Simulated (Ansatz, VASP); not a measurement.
**One calculation of Te2Mo, two programs**

INCAR

```
SYSTEM = Te2Mo
ALGO = Normal ; EDIFF = 1E-7
ENCUT = 520 ; GGA = PE
ISIF = 2 ; ISMEAR = -1
LASPH = .True. ; LCHARG = .False.
LREAL = .False. ; LWAVE = .False.
NBANDS = 35 ; NELM = 60
PREC = Accurate ; SIGMA = 0.05
```

Contents of KPOINTS:

```
k-points
0
Gamma
  9 9 2
  0 0 0
```

POSCAR

```
Te2Mo
1.0
    3.6072443703      0.0000000000      0.0000000000
   -1.8036221851      3.1239652623      0.0000000000
    0.0000000000      0.0000000000     25.1377638212
Te Mo
4 2
Direct
    0.3333333333      0.6666666667      0.2236394800
    0.6666666667      0.3333333333      0.9206288600
    0.6666666667      0.3333333333      0.7763605200
    0.3333333333      0.6666666667      0.0793711400
    0.6666666667      0.3333333333      0.1515414900
    0.3333333333      0.6666666667      0.8484585100
```

File input.yaml:

```yaml
crystal:
  lattice:
    - [3.6072443703, 0.0, 0.0]
    - [-1.8036221851, 3.1239652623, 0.0]
    - [0.0, 0.0, 25.1377638212]
  atoms:
    - { symbol: Te, position: [0.3333333333, 0.6666666667, 0.22363948] }
    - { symbol: Te, position: [0.6666666667, 0.3333333333, 0.92062886] }
    - { symbol: Te, position: [0.6666666667, 0.3333333333, 0.77636052] }
    - { symbol: Te, position: [0.3333333333, 0.6666666667, 0.07937114] }
    - { symbol: Mo, position: [0.6666666667, 0.3333333333, 0.15154149] }
    - { symbol: Mo, position: [0.3333333333, 0.6666666667, 0.84845851] }
hamiltonian:
  xc: pbe
  pseudopotentials: { kind: paw }
kpoints:
  mp_grid: { grid: [9, 9, 2] }
scf:
  occupations: { method: fermi_dirac, width: 0.05 }
output:
  forces: true
  stress: true
  eigenvalues: true
```

Change from the starting cell: volume scaled by 1.04.

Alike in both runs: task single point; functional PBE; k mesh 9 × 9 × 2; occupations fermi-dirac, width 0.05 eV; no spin polarisation.

```csv
,VASP,Ansatz
version,VASP 6.6.1,Ansatz 0.2.0
potentials or method,"VASP PAW PBE potentials, release 64 (Te, Mo_sv)",Ansatz PAW
plane-wave cutoff (eV),520,420
valence electrons in the cell,52,92
```

|  | VASP | Ansatz | Ansatz less VASP |
| --- | --- | --- | --- |
| gap on the k mesh at the Fermi level (eV) | 0.97 | 0.97 | +0.001 |
| least direct gap on the mesh (eV) | 0.97 | 0.97 | +0.001 |
| rms of the force components (eV/Å) | 0.138 | 0.144 | +0.0055 |

Atom by atom the forces differ by 0.006 eV/Å (rms over components). The two sets of potentials don't hold the same shells in valence.

Caveats: spin-orbit coupling is left out, which moves the levels of the heavy elements; odd divisions of the mesh miss points on the zone boundary, where band edges often lie, so the gap on the mesh can be too wide (Ansatz).
